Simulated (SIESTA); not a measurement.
The system is MnO.

```
Mn O
1.0
     4.44400    0.00000    0.00000
     0.00000    4.44400    0.00000
     0.00000    0.00000    4.44400
Mn O
4 4
Direct
  0.00000 0.00000 0.00000
  0.00000 0.50000 0.50000
  0.50000 0.00000 0.50000
  0.50000 0.50000 0.00000
  0.50000 0.00000 0.00000
  0.00000 0.50000 0.00000
  0.00000 0.00000 0.50000
  0.50000 0.50000 0.50000
```

Alike in all runs: program SIESTA 5.4.2; functional PBE; potentials or basis PseudoDojo 0.4 standard (PBE files); basis DZP (energy shift 0.003 Ry; two zetas on semicore shells); grid cutoff 800 Ry; energy shift 0.003 Ry; k mesh 6 × 6 × 6; occupations fermi-dirac, width 0.05 eV.

The same cell was started in several ways:

```csv
start,free energy over the lowest (meV/atom),net moment (μB),site or absolute moments (μB),gap
"collinear spin, zero start",1198.4,0.00,-,none (metal or under the smearing width)
"collinear spin, ferromagnetic start of up to 4 μB",0.0,19.34,Mn +4.66; O +0.18,none (metal or under the smearing width)
"collinear spin, fm_larger start of up to 5.5 μB",0.0,19.34,Mn +4.66; O +0.18,none (metal or under the smearing width)
```

The spin-polarised runs without a constraint all converged, yet they end up to 1198 meV/atom apart: a converged run can sit in a state that isn't the lowest. A still lower state may exist.

Caveats: the basis of atomic orbitals isn't converged, which shifts pressures, moduli and gaps; semilocal functionals often make such compounds metallic where correlation or magnetic order opens a gap, which also shifts bond lengths.
